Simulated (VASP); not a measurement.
Input of a VASP 6.6.1 run:

File INCAR:

```
PREC     = Accurate       # precision mode
ENCUT    = 520            # plane-wave cutoff, eV
EDIFF    = 1E-6           # SCF threshold, eV
ISMEAR   = -1             # smearing method
SIGMA    = 0.05           # smearing width, eV
LREAL    = F              # projectors in reciprocal space
LASPH    = T              # aspherical terms in the spheres
NELM     = 60             # most SCF steps
ALGO     = Normal         # electronic algorithm
ISIF     = 2              # what is computed and relaxed
LWAVE    = F              # write WAVECAR
LCHARG   = F              # write CHGCAR
LDIPOL   = T            
IDIPOL   = 3            
DIPOL    = 0.5 0.5 0.500
GGA      = PE             # functional
EFIELD   = -0.3         
LVHAR    = T            
LVACPOTAV= T
```

File KPOINTS:

```
Automatic mesh
0
Gamma
  7 7 1
```

The input POSCAR:

```
K
1.0
    4.7251254772      0.0000000000      0.0000000000
   -2.2093571875      4.1767872334      0.0000000000
    0.0000000000      0.0000000000     22.8117980100
K
3
Direct
    0.1793869800      0.8206130200      0.3287772405
    0.8206130200      0.1793869800      0.5000000000
    0.1793869800      0.8206130200      0.6712227595
```

Potentials or basis: VASP PAW PBE potentials, release 64 (K_sv).

The run is started by

```sh
$ cat potpaw_PBE.64/K_sv/POTCAR > POTCAR
$ mpirun -np 1 vasp_std > vasp.out
```

(1) Estimate the band gap on the k mesh.

(2) Predict the largest force.

Results:

(1) none (metal or under the smearing width).

(2) 0.029 eV/Å.
